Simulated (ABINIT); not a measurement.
Write the native input for ABINIT 10.8.3 (patched build) that does the following.

```yaml
Task: single point
Functional: r2SCAN
Potentials_or_basis: JTH PAW PBE v2.0
Cutoff: 626 eV
k_mesh: 8 × 8 × 7
Occupations: fermi-dirac, width 0.05 eV
Spin: no spin polarisation
Fine-grid_cutoff: 1224.51 eV
```

WC (Qusongite):

```
CELL_PARAMETERS angstrom
2.90650 0.00000 0.00000
-1.45325 2.51710 0.00000
0.00000 0.00000 2.83660
ATOMIC_POSITIONS crystal
W 0.00000 0.00000 0.00000
C 0.66667 0.33333 0.50000
```

One way to write it, as run:

run.abi

```
# Pseudopotentials
pp_dirpath "./"
pseudos "W.GGA_PBE-JTH.xml, C.GGA_PBE-JTH.xml"

# Structure
acell 5.4924889812 5.4924889812 5.3603971251
rprim
     1.0000000000     0.0000000000     0.0000000000
    -0.5000000000     0.8660254038     0.0000000000
     0.0000000000     0.0000000000     1.0000000000
ntypat 2
znucl 74 6
natom 2
typat 1 2
xred
     0.0000000000     0.0000000000     0.0000000000
     0.6666666667     0.3333333333     0.5000000000

# Plane-wave basis
ecut 23.0
pawecutdg 45.0

# k points
kptopt 1
ngkpt 8 8 7
nshiftk 1
shiftk 0.0 0.0 0.0

# Exchange and correlation
ixc -497498
usekden 1
pawxcdev 0

# Bands and occupations
nband 13
occopt 3
tsmear 0.05 eV

# SCF cycle
nstep 100
tolvrs 1.0e-7

# Output
iomode 3
prtwf 0
prteig 0
prtebands 0
enunit 2
prtden 1
prtvha 1
prtvclmb 1
prtpot 1
```

Potentials or basis: JTH PAW PBE v2.0.

The run is started by

```sh
$ abinit run.abi > log 2>&1
```

It gave:

* Pressure: 3.3 GPa
* Band gap on the k mesh: none (metal or under the smearing width)
* Valence electrons inside the program's atomic spheres: W 11.88; C 2.47

Caveat: the PAW data sets were made with another functional, which shifts forces and pressure a little.

Wall time 48 s on 1 thread of Arm Neoverse V1 (shared host), peak memory 0.12 GiB.
